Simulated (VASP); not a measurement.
# Ni in VASP: relaxation of the atoms with PBE+D3(BJ)

Aim: the relaxation of the atoms of Ni with PBE+D3(BJ).

Everything below comes from runs of VASP 6.6.1. Logs are shortened: lines on timing, memory, paths and dates and some standing lists are left out, and cuts for length are marked.

### 1 The slab as given

The cell holds a slab with vacuum, 9 atoms: a = 4.258 Å, b = 4.258 Å, c = 27.935 Å, α = 90.00°, β = 90.00°, γ = 120.00°.

The cell was built by a generator and needn't be a form met in nature.

### 2 Relaxation of the atoms, PBE+D3(BJ), collinear spin, ferromagnetic start

INCAR reads:

```
SYSTEM = Ni
ALGO     = Normal         ! electronic algorithm
DIPOL    = 0.5 0.5 0.500
EDIFF    = 1E-7           ! SCF threshold, eV
EDIFFG   = -0.02          ! ionic threshold
ENCUT    = 520            ! plane-wave cutoff, eV
GGA      = PE             ! functional
IBRION   = 2              ! ionic algorithm
IDIPOL   = 3            
ISIF     = 2              ! what is computed and relaxed
ISMEAR   = 1              ! smearing method
ISPIN    = 2              ! spin polarisation
IVDW     = 12             ! dispersion correction
KPAR     = 2            
LASPH    = .True.         ! aspherical terms in the spheres
LCHARG   = .False.        ! write CHGCAR
LDIPOL   = .True.       
LMAXMIX  = 4              ! l up to which the mixer works
LORBIT   = 11             ! projections on sites
LREAL    = .False.        ! projectors in reciprocal space
LWAVE    = .False.        ! write WAVECAR
MAGMOM   = 0.7 0.7 0.7 0.7 0.7 0.7 0.7 0.7 0.7 ! initial moments
NELM     = 120            ! most SCF steps
NSW      = 90             ! ionic steps
PREC     = Accurate       ! precision mode
SIGMA    = 0.1            ! smearing width, eV
```

KPOINTS reads:

```
k-points
0
Gamma
  9 9 1
  0 0 0
```

POSCAR reads:

```
Ni
1.0
    3.6878305700      2.1291700200      0.0000000000
   -3.6878305700      2.1291700200      0.0000000000
    0.0000000000      0.0000000000     27.9347905100
Ni
9
Selective dynamics
Direct
    0.0000000000      0.0000000000      0.4281399600  F F F
    0.3333330000      0.6666670000      0.4281399600  F F F
    0.6666670000      0.3333330000      0.4281399600  F F F
    0.3333330000      1.0000000000      0.5000000000  T T T
    0.6666670000      0.6666670000      0.5000000000  T T T
    0.0000000000      0.3333330000      0.5000000000  T T T
    0.6666670000      1.0000000000      0.5718600400  T T T
    0.0000000000      0.6666670000      0.5718600400  T T T
    0.3333330000      0.3333330000      0.5718600400  T T T
```

Potentials or basis: VASP PAW PBE potentials, release 64 (Ni).

On the command line:

```console
cat potpaw_PBE.64/Ni/POTCAR > POTCAR
mpirun -np 2 vasp_std > vasp.out
```

OUTCAR:

```text
SYSTEM = Ni
   EDIFF = 1E-7
   EDIFFG = -0.02
   ENCUT = 520
   GGA = PE
   IBRION = 2
   ISIF = 2
   ISMEAR = 1
   ISPIN = 2
   IVDW = 12
   LASPH = .True.
   LORBIT = 11
   LREAL = .False.
   NELM = 120
   NSW = 90
   PREC = Accurate
 IVDW          = 12

 ion  position               nearest neighbor table
   1  0.000  0.000  0.428-   4 2.46   6 2.46   5 2.46   3 2.46   2 2.46   2 2.46   3 2.46   3 2.46
                             2 2.46
   2  0.333  0.667  0.428-   4 2.46   6 2.46   5 2.46   1 2.46   3 2.46   3 2.46   1 2.46   1 2.46
                             3 2.46
   3  0.667  0.333  0.428-   6 2.46   4 2.46   5 2.46   1 2.46   2 2.46   2 2.46   1 2.46   1 2.46
                             2 2.46
   4  0.333  0.000  0.500-   1 2.46   2 2.46   9 2.46   8 2.46   3 2.46   7 2.46   6 2.46   5 2.46
                             5 2.46   6 2.46   6 2.46   5 2.46
   5  0.667  0.667  0.500-   7 2.46   8 2.46   1 2.46   2 2.46   3 2.46   9 2.46   4 2.46   6 2.46
                             6 2.46   4 2.46   4 2.46   6 2.46
   6  0.000  0.333  0.500-   1 2.46   3 2.46   9 2.46   7 2.46   2 2.46   8 2.46   4 2.46   5 2.46
                             5 2.46   4 2.46   4 2.46   5 2.46
   7  0.667  0.000  0.572-   5 2.46   6 2.46   4 2.46   8 2.46   9 2.46   9 2.46   8 2.46   8 2.46
                             9 2.46
   8  0.000  0.667  0.572-   5 2.46   4 2.46   6 2.46   7 2.46   9 2.46   9 2.46   7 2.46   7 2.46
                             9 2.46
   9  0.333  0.333  0.572-   4 2.46   6 2.46   5 2.46   8 2.46   7 2.46   7 2.46   8 2.46   7 2.46
[... 8 lines left out ...]
 A1 = (   3.6878305700,   2.1291700200,   0.0000000000)
 A2 = (  -3.6878305700,   2.1291700200,   0.0000000000)
 A3 = (   0.0000000000,   0.0000000000,  27.9347905100)

Analysis of symmetry for initial positions (statically):
=====================================================================
 Subroutine PRICEL returns following result:

  LATTYP: Found a hexagonal cell.
 ALAT       =     2.4585512961
 C/A-ratio  =    11.3622972010
[... 12 lines left out ...]
 Subroutine GETGRP returns: Found 12 space group operations
 (whereof  6 operations were pure point group operations)
 out of a pool of 24 trial point group operations.

The static configuration has the point symmetry C_3v.
 The point group associated with its full space group is D_3d.

Analysis of symmetry for dynamics (positions and initial velocities):
=====================================================================
 Subroutine PRICEL returns following result:

  LATTYP: Found a hexagonal cell.
 ALAT       =     2.4585512961
 C/A-ratio  =    11.3622972010
[... 12 lines left out ...]
 Subroutine GETGRP returns: Found 12 space group operations
 (whereof  6 operations were pure point group operations)
 out of a pool of 24 trial point group operations.

The dynamic configuration has the point symmetry C_3v.
 The point group associated with its full space group is D_3d.

Analysis of constrained symmetry for selective dynamics:
=====================================================================
 Subroutine PRICEL returns following result:

  LATTYP: Found a hexagonal cell.
 ALAT       =     2.4585512961
 C/A-ratio  =    11.3622972010
[... 12 lines left out ...]
 Subroutine GETGRP returns: Found  6 space group operations
 (whereof  6 operations were pure point group operations)
 out of a pool of 24 trial point group operations.

The constrained configuration has the point symmetry C_3v.

Analysis of structural, dynamic, and magnetic symmetry:
=====================================================================
 Subroutine PRICEL returns following result:

  LATTYP: Found a hexagonal cell.
 ALAT       =     2.4585512961
 C/A-ratio  =    11.3622972010
[... 12 lines left out ...]
 Subroutine GETGRP returns: Found  6 space group operations
 (whereof  6 operations were pure point group operations)
 out of a pool of 24 trial point group operations.

The overall configuration has the point symmetry C_3v.

 Subroutine INISYM returns: Found  6 space group operations
 (whereof  6 operations are pure point group operations),
 and found     3 'primitive' translations
[... 153 lines left out ...]
  energy-cutoff  :      520.00
  volume of cell :      438.69
      direct lattice vectors                 reciprocal lattice vectors
     3.687830570  2.129170020  0.000000000     0.135581066  0.234833290  0.000000000
    -3.687830570  2.129170020  0.000000000    -0.135581066  0.234833290  0.000000000
     0.000000000  0.000000000 27.934790510     0.000000000  0.000000000  0.035797655

 POSITION                                       TOTAL-FORCE (eV/Angst)
 -----------------------------------------------------------------------------------
      0.00000      0.00000     11.96000         0.000000     -0.000000      0.023660
     -1.22928      2.12917     11.96000         0.000000      0.000000      0.023660
      1.22928      2.12917     11.96000         0.000000      0.000000      0.023660
      1.22928      0.70972     13.96740        -0.000000      0.000000      0.000050
      0.00000      2.83889     13.96740        -0.000000      0.000000      0.000050
     -1.22928      0.70972     13.96740        -0.000000     -0.000000      0.000050
      2.45855      1.41945     15.97479        -0.000000     -0.000000     -0.023710
     -2.45855      1.41945     15.97479        -0.000000     -0.000000     -0.023710
      0.00000      1.41945     15.97479        -0.000000     -0.000000     -0.023710
 -----------------------------------------------------------------------------------
    total drift:                                0.000000     -0.000000     -0.000410

  FREE ENERGIE OF THE ION-ELECTRON SYSTEM (eV)
  ---------------------------------------------------
  free  energy   TOTEN  =       -48.2429371205 eV

  energy  without entropy=      -48.2491783906  energy(sigma->0) =      -48.24501754

 dipolmoment           0.000000      0.000000      0.000216 electrons x Angstroem

--------------------------------------- Ionic step        2  -------------------------------------------

 number of electron      89.9999965 magnetization       6.3988752

 dipolmoment           0.000000      0.000000     -0.000004 electrons x Angstroem

 Free energy of the ion-electron system (eV)
  ---------------------------------------------------
  ext. energy  EPLUGINS =         0.00000000
  ---------------------------------------------------
  free energy    TOTEN  =       -45.44637780 eV

  energy without entropy =      -45.45264824  energy(sigma->0) =      -45.44846795

 E-fermi :  -1.7819     XC(G=0):  -3.5943

 val. band max:       -1.7902339668   @ k =   0.1111   0.0000   0.0000
 cond. band min:      -1.7779934116   @ k =   0.0000   0.0000   0.0000
 fundamental gap:      0.0122405553
 Fermi energy:        -1.7818794263

 spin component 1

 k-point     1 :       0.0000    0.0000    0.0000
  band No.  band energies     occupation
      1     -10.2562      1.00000
      2      -8.2024      1.00000
      3      -6.8771      1.00000
      4      -5.4515      1.00000
      5      -5.4515      1.00000
      6      -5.4060      1.00000
[... 709 lines left out ...]
     56       3.6834      0.00000
     57       3.6834      0.00000
 Fermi energy:        -1.7818794263

 spin component 2

 k-point     1 :       0.0000    0.0000    0.0000
  band No.  band energies     occupation
      1     -10.2816      1.00000
      2      -8.1726      1.00000
      3      -6.5409      1.00000
      4      -4.9658      1.00000
      5      -4.9658      1.00000
      6      -4.9631      1.00000
[... 709 lines left out ...]
     56       3.8620      0.00000
     57       3.8620      0.00000

------------------------ aborting loop because EDIFF is reached ----------------------------------------

 vacuum level on the upper side and lower side of the slab       (xc-potential included)        -0.019        -0.020

 Edisp (eV)   -2.79663

 E8    (eV) :    -1.2726

  FORCE on cell =-STRESS in cart. coord.  units (eV):
  Direction    XX          YY          ZZ          XY          YZ          ZX
  --------------------------------------------------------------------------------------
  -------------------------------------------------------------------------------------
  Total      -3.09344    -3.09344    -0.27144     0.00000     0.00000     0.00000
  in kB     -11.29783   -11.29783    -0.99134     0.00000     0.00000     0.00000
  external pressure =       -7.86 kB  Pullay stress =        0.00 kB

 VOLUME and BASIS-vectors are now :
 -----------------------------------------------------------------------------
  energy-cutoff  :      520.00
  volume of cell :      438.69
      direct lattice vectors                 reciprocal lattice vectors
     3.687830570  2.129170020  0.000000000     0.135581066  0.234833290  0.000000000
    -3.687830570  2.129170020  0.000000000    -0.135581066  0.234833290  0.000000000
     0.000000000  0.000000000 27.934790510     0.000000000  0.000000000  0.035797655

 POSITION                                       TOTAL-FORCE (eV/Angst)
 -----------------------------------------------------------------------------------
      0.00000      0.00000     11.96000         0.000000      0.000000      0.023198
     -1.22928      2.12917     11.96000        -0.000000     -0.000000      0.023198
      1.22928      2.12917     11.96000         0.000000     -0.000000      0.023198
      1.22928      0.70972     13.96740         0.000000      0.000000     -0.005874
      0.00000      2.83889     13.96740         0.000000     -0.000000     -0.005874
      2.45855      2.83889     13.96740        -0.000000     -0.000000     -0.005874
     -1.22928      3.54862     15.97365         0.000000     -0.000000     -0.017325
      1.22928      3.54862     15.97365         0.000000      0.000000     -0.017325
      0.00000      1.41945     15.97365        -0.000000      0.000000     -0.017325
 -----------------------------------------------------------------------------------
    total drift:                                0.000000     -0.000000     -0.000753

  FREE ENERGIE OF THE ION-ELECTRON SYSTEM (eV)
  ---------------------------------------------------
  free  energy   TOTEN  =       -48.2430098432 eV

  energy  without entropy=      -48.2492802826  energy(sigma->0) =      -48.24509999

 reached required accuracy - stopping structural energy minimisation

 vacuum level on the upper side and lower side of the slab         3.230         3.230

 total charge

# of ion       s       p       d       tot
------------------------------------------
    1        0.504   0.405   8.311   9.220
    2        0.504   0.405   8.311   9.220
    3        0.504   0.405   8.311   9.220
    4        0.505   0.523   8.329   9.357
    5        0.505   0.523   8.329   9.357
    6        0.505   0.523   8.329   9.357
    7        0.505   0.405   8.311   9.220
    8        0.505   0.405   8.311   9.220
    9        0.505   0.405   8.311   9.220
--------------------------------------------------
tot          4.542   3.999  74.850  83.392

 magnetization (x)

# of ion       s       p       d       tot
------------------------------------------
    1       -0.001  -0.020   0.736   0.714
    2       -0.001  -0.020   0.736   0.714
    3       -0.001  -0.020   0.736   0.714
    4       -0.007  -0.027   0.764   0.730
    5       -0.007  -0.027   0.764   0.730
    6       -0.007  -0.027   0.764   0.730
    7       -0.002  -0.020   0.736   0.714
    8       -0.002  -0.020   0.736   0.714
    9       -0.002  -0.020   0.736   0.714
--------------------------------------------------
tot         -0.031  -0.202   6.706   6.473
```

Wall time 16 min (2 MPI ranks of AMD EPYC 9R45 (Zen 5), shared host); peak memory 0.91 GiB.

What came out:

* Free energy: -48.2430 eV
* Energy gained by relaxing: 0.0 meV/atom
* Ionic steps: 2
* Band gap on the k mesh: none (metal or under the smearing width)
* Net moment: 6.40 μB per cell
* Site moments: Ni +0.71, +0.73 μB
* Valence electrons inside the program's atomic spheres: Ni 9.22, 9.36
* Dispersion energy per atom: -0.311 eV

Final structure:
```
Ni
1.0
     3.68783    2.12917    0.00000
    -3.68783    2.12917    0.00000
     0.00000    0.00000   27.93479
Ni
9
Direct
  0.00000 0.00000 0.42814
  0.33333 0.66667 0.42814
  0.66667 0.33333 0.42814
  0.33333 0.00000 0.50000
  0.66667 0.66667 0.50000
  0.00000 0.33333 0.50000
  0.66667 0.00000 0.57182
  0.00000 0.66667 0.57182
  0.33333 0.33333 0.57182
```

Levels at points of the mesh, in eV from the Fermi level:
Spin up:
| k point | band 46 | band 47 | band 48 | band 49 | band 50 | band 51 |
| --- | --- | --- | --- | --- | --- | --- |
| (0.00, 0.00, 0.00) | -0.81 | -0.70 | -0.70 | 0.25 | 4.68 | 4.91 |
Spin down:
```csv
k point,band 39,band 40,band 41,band 42,band 43,band 44
"(0.00, 0.00, 0.00)",-0.28,-0.28,0.00,0.00,0.00,0.00
```
